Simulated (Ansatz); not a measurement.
**Zone-centre phonons of TaN at 50 GPa: input and output**

Theory: DFT PBE, scalar-relativistic, plane waves, PAW (Ansatz 0.2.0).

Launched with:
```bash
ansatz run input.yaml --threads 1 --pin off --max-ram 3072MiB --backend cpu --events-out ev --progress --plain --runs-dir out
```

Input (bare energies are in eV):
```yaml
crystal:
  lattice:
    - [2.8318773236, 0.0, 0.0]
    - [-1.4159386618, 2.4524777026, 0.0]
    - [0.0, 0.0, 2.8008981839]
  atoms:
    - { symbol: Ta, position: [0.3333333333, 0.6666666667, 0.5] }
    - { symbol: "N", position: [0.0, 0.0, 0.0] }
basis:
  ecutwfc: 420
kpoints:
  mp_grid: { grid: [18, 18, 14] }
hamiltonian:
  xc: pbe
scf:
  occupations: { method: fermi_dirac, width: 0.15 }
output:
  eigenvalues: true
phonons:
  method: dfpt
  eigenvectors: true
```

The end of the output:
```
--- Phonons (Γ-DFPT): 4 representative perturbations + reference, on 728 of 4536 k-points (Σ response iterations 12) ---
  k mesh reduced under 4 symmetry operations, with k and −k counted as one. Each operation leaves every solved displacement unchanged or reverses it
  ASR residual: 1.208e-4 → 0.000e0 eV/Å²; symmetrization residual: 1.224e-6 eV/Å²
  ASR residual per site (eV/Å²): 1.21e-4 4.71e-5
  Γ frequencies (cm⁻¹): 0.00 0.00 0.00 614.62 614.62 674.89
  non-analytic LO–TO correction: not included (Born effective charges unavailable; polar crystals: no LO–TO splitting at Γ)
```

The run took 3.9 min on 1 thread of Intel(R) Xeon(R) Processor @ 2.50GHz (Skylake/Cascade Lake) (shared host), peak memory 0.83 GiB.

In a metal, frequencies and elastic constants depend on the k mesh and the smearing, soft modes and shear constants most. Spin–orbit coupling is left out, which matters for heavy elements. Other phases may be more stable at this pressure. A semilocal functional can close a gap that the real compound has.

This form isn't the usual stable structure of the compound at low pressure.